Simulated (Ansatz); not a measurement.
# LiCl: a bulk modulus from differences

The cell was found from a structure generator's guess, not taken from experiment.

These are results of DFT PBE, scalar-relativistic, plane waves, PAW (Ansatz 0.2.0), not measurements. Cutoff 420 eV, Γ-centred 8×8×8 mesh (2-atom cell), Gaussian smearing of 0.02 eV, no spin polarisation.

```cif
data_structure
_symmetry_space_group_name_H-M 'P 1'
_symmetry_Int_Tables_number 1
_cell_length_a 3.9002
_cell_length_b 3.9002
_cell_length_c 3.9002
_cell_angle_alpha 60.000
_cell_angle_beta 60.000
_cell_angle_gamma 60.000
_cell_volume 41.95
loop_
_atom_site_label
_atom_site_type_symbol
_atom_site_fract_x
_atom_site_fract_y
_atom_site_fract_z
_atom_site_occupancy
Li1 Li 0.00000 0.00000 0.00000 1
Cl1 Cl 0.75000 0.75000 0.75000 1
```

The cell was set to several volumes, with shape and atoms relaxed at each where symmetry leaves them free. Pressure is positive in compression, and energies count from the lowest row.

```csv
row,V (Å³/atom),P (GPa),ΔE (meV/atom),gap on mesh (eV)
1,18.458,4.07,28.6,6.42
2,19.087,2.80,15.2,6.29
3,19.716,?,?,?
4,20.346,0.79,1.5,6.06
5,20.975,0.00,0.0,5.96
6,21.604,-0.67,1.3,5.86
7,22.233,-1.25,5.1,5.76
8,23.072,-1.89,13.4,5.65
```

Question: Find B = −V·ΔP/ΔV from rows 4 and 6 and from rows 1 and 2, and from the two its slope B′ and its value B0 at zero pressure.

Answer: Rows 4 and 6 give −(20.346 + 21.604)/2 × (-0.67 − (0.79))/(21.604 − 20.346) = 24.3 GPa at a mean pressure of 0.06 GPa. Rows 1 and 2 give −(18.458 + 19.087)/2 × (2.80 − (4.07))/(19.087 − 18.458) = 37.9 GPa at a mean pressure of 3.44 GPa. So B′ = (37.9 − 24.3)/(3.44 − (0.06)) = 4.02 and B0 = 24.3 − 4.02 × (0.06) = 24.1 GPa. A third-order Birch–Murnaghan fit to all the energies gives B0 = 24.3 GPa and B′ = 4.2.

Question: Estimate the pressure and energy of row 3.

Answer: From row 5, V0 = 20.975 × (1 + (0.00)/24.1) = 20.975 Å³/atom. Murnaghan's form P = (B0/B′)·[(V0/V)^B′ − 1] gives (24.1/4.02) × [(20.975/19.716)^4.02 − 1] = 1.69 GPa; the computed pressure is 1.71 GPa, so the estimate is off by -0.02 GPa. The work of compression from row 4, with the mean of the two pressures, gives ΔE = 1.5 + (1.69 + 0.79)/2 × (20.346 − 19.716)/160.2 × 1000 = 6.4 meV/atom (1 eV/Å³ = 160.2 GPa); the computed value is 6.4 meV/atom.

Question: Fit the gap against pressure through the other rows and estimate it at the computed pressure of row 3.

Answer: Over the 7 rows the mean pressure is 0.5500 GPa and the mean gap is 6.000 eV. The sums of products of deviations are S_xx = 28.5 and S_xy = 3.624, so the slope is 3.624/28.5 = 0.1272 (r = 1.00, rms misfit 0.03 eV). At 1.71 GPa the line gives 6.000 + (0.1272) × (1.71 − 0.5500) = 6.15 eV. The computed value is 6.17 eV, so the line is off by -0.02 eV, no more than the largest miss among the fitted rows (0.04 eV).

Kohn–Sham gaps at this level usually fall short of measured ones. All volumes keep the k mesh of the relaxed cell. A structure relaxed within its symmetry needn't be a true minimum.
